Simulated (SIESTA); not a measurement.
Co:

```
Co
1.0
     2.48736    0.00000    0.00000
    -1.24368    2.15412    0.00000
     0.00000    0.00000    4.06329
Co
2
Direct
  0.33333 0.66667 0.74014
  0.66667 0.33333 0.25986
```

Base run:

| Quantity | Value |
| --- | --- |
| Program | SIESTA 5.4.2 |
| Functional | PBE |
| Potentials or basis | PseudoDojo 0.4 standard (PBE files) |
| Basis | DZP (energy shift 0.003 Ry; two zetas on semicore shells) |
| Grid cutoff | 800 Ry |
| Energy shift | 0.003 Ry |
| k mesh | 12 × 12 × 7 |
| Occupations | fermi-dirac, width 0.05 eV |
| Spin | collinear spin, ferromagnetic start |
| Starting moments | [2.0, 2.0] μB |
| Fixed moment | 5 μB |

Its results: pressure 22.9 GPa; site moments Co +2.50 μB; largest force 1.060 eV/Å.

Task: The run is repeated on the same cell with these changes: fixed moment from 5 μB to 4 μB. What comes out?

Result: Pressure 8.0 GPa; site moments Co +2.00 μB; largest force 0.629 eV/Å.

Caveats: short orbitals over semicore shells can move pressures by several GPa; the basis of atomic orbitals isn't converged, which shifts pressures, moduli and gaps; the total moment is fixed, so each spin has its own Fermi level; forces of over 1 eV/Å show positions far from the minimum, so gaps and moduli don't describe the material at rest (some runs).
